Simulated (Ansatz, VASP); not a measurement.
Ga in VASP and in Ansatz

```
CELL_PARAMETERS angstrom
2.71648 0.00000 0.00000
0.00000 2.71648 0.00000
0.00000 0.00000 2.71648
ATOMIC_POSITIONS crystal
Ga 0.00000 0.00000 0.00000
```

The cell was built by a generator and needn't be a form met in nature.

Alike in both runs: functional LDA; k mesh 7 × 7 × 7; occupations fermi-dirac, width 0.05 eV; non-collinear spin, spin-orbit coupling.

|  | VASP | Ansatz |
| --- | --- | --- |
| version | VASP 6.6.1 | Ansatz 0.2.0 |
| potentials or method | VASP PAW LDA potentials, release 64 (Ga_d) | Ansatz PAW |
| plane-wave cutoff (eV) | 520 | 420 |
| valence electrons in the cell | 13 | 13 |
| task | single point | band structure |

Ansatz gave:

| Item | Value |
| --- | --- |
| gap on the k mesh at the Fermi level (eV) | none |
| pressure (GPa) | -5.7 |
| net moment per atom (μB) | 0.00 |

Problem. Which values does VASP return?

Solution. gap on the k mesh at the Fermi level (eV): none; pressure (GPa): -5.6; net moment per atom (μB): 0.00.

A gap of «none» marks a metal or a gap that the smearing closes.

Caveats: the PAW data sets come from PBE, with cores solved anew for the run's functional, which leaves a small shift of forces and pressure (Ansatz).
